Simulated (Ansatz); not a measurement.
TiB:

```
CELL_PARAMETERS angstrom
6.12000 0.00000 0.00000
0.00000 3.06000 0.00000
0.00000 0.00000 4.56000
ATOMIC_POSITIONS crystal
Ti 0.67700 0.25000 0.37700
Ti 0.32300 0.75000 0.62300
Ti 0.82300 0.75000 0.87700
Ti 0.17700 0.25000 0.12300
B 0.52900 0.25000 0.89700
B 0.47100 0.75000 0.10300
B 0.97100 0.75000 0.39700
B 0.02900 0.25000 0.60300
```

| Property | Result |
| --- | --- |
| Program | Ansatz 0.2.0 |
| Task | relaxation of cell and atoms |
| Functional | LDA |
| Potentials or basis | Ansatz PAW |
| Cutoff | 420 eV (not typed: the program's choice for these potentials) |
| k mesh | 5 × 9 × 6 |
| Occupations | fermi-dirac, width 0.05 eV |
| Spin | no spin polarisation |

At the start: volume 10.67 Å³/atom.

Question: How do energy, volume and symmetry change on relaxing?

Answer: It ends after 8 steps and the volume is 10.15 Å³/atom (-4.9 %); space group Pnma (No. 62, to 0.05 Å).

The path:
| step | energy change (eV) | largest force (eV/Å) | volume (Å³) |
| --- | --- | --- | --- |
| 1 | 0.0000 | 0.3459 | 85.40 |
| 2 | -0.1443 | 0.2665 | 80.39 |
| 3 | -0.1625 | 0.1639 | 81.22 |
| 4 | -0.1659 | 0.0221 | 81.17 |
| 5 | -0.1660 | 0.0017 | 81.21 |
| 6 | -0.1625 | 0.0016 | 81.21 |
| 7 | -0.1625 | 0.0001 | 81.19 |
| 8 | -0.1625 | 0.0001 | 81.19 |

Final structure:
```
Ti B
1.0
     6.00555    0.00000    0.00000
     0.00000    3.00968    0.00000
     0.00000    0.00000    4.49175
Ti B
4 4
Direct
  0.67705 0.25000 0.37810
  0.32295 0.75000 0.62190
  0.82295 0.75000 0.87810
  0.17705 0.25000 0.12190
  0.53017 0.25000 0.90071
  0.46983 0.75000 0.09929
  0.96983 0.75000 0.40071
  0.03017 0.25000 0.59929
```

Caveat: the plane-wave basis is chosen anew once the cell has moved, so the energies of steps on either side of that aren't comparable; the PAW data sets come from PBE, with cores solved anew for the run's functional, which leaves a small shift of forces and pressure.
